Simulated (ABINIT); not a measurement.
Write the native input for ABINIT 10.8.3 (patched build) that does the following.

```yaml
Task: single point
Functional: LDA
Potentials_or_basis: JTH PAW LDA v2.0
Cutoff: 463 eV
k_mesh: 9 × 9 × 5
Occupations: fermi-dirac, width 0.05 eV
Spin: no spin polarisation
Fine-grid_cutoff: 925.187 eV
```

Crystal: CdSe (Cadmoselite).

```
CELL_PARAMETERS angstrom
4.30000 0.00000 0.00000
-2.15000 3.72391 0.00000
0.00000 0.00000 7.02000
ATOMIC_POSITIONS crystal
Cd 0.66667 0.33333 0.50000
Cd 0.33333 0.66667 0.00000
Se 0.66667 0.33333 0.88500
Se 0.33333 0.66667 0.38500
```

These files were run (other wordings do the same):

run.abi

```
# Pseudopotentials
pp_dirpath "./"
pseudos "Cd.LDA_PW-JTH.xml, Se.LDA_PW-JTH.xml"

# Structure
acell 3*1.0 Angstrom
rprim
     4.3000000000     0.0000000000     0.0000000000
    -2.1500000000     3.7239092363     0.0000000000
     0.0000000000     0.0000000000     7.0200000000
ntypat 2
znucl 48 34
natom 4
typat 1 1 2 2
xcart
     4.0629111684     2.3457228563     6.6329386974
    -0.0000000004     4.6914457133     0.0000000000
     4.0629111684     2.3457228563    11.7403014945
    -0.0000000004     4.6914457133     5.1073627970

# Plane-wave basis
ecut 17.0
pawecutdg 34.0

# k points
kptopt 1
ngkpt 9 9 5
nshiftk 1
shiftk 0.0 0.0 0.0

# Exchange and correlation
ixc 7

# Bands and occupations
nband 22
occopt 3
tsmear 0.05 eV

# SCF cycle
nstep 100
tolvrs 1.0e-9

# Output
iomode 3
prtwf 0
prteig 0
prtebands 0
prtden 1
prtvha 1
prtvclmb 1
prtpot 1
```

Potentials or basis: JTH PAW LDA v2.0.

The run is started by

```bash
$ abinit run.abi > log 2>&1
```

Results of the run:

* Largest force: 0.255 eV/Å
* Band gap on the k mesh: 0.42 eV, direct
* Valence electrons inside the program's atomic spheres: Cd 10.46; Se 3.95

Run time: 79 s on 1 thread of Arm Neoverse V2, with other jobs on the host, peak memory 0.16 GiB.
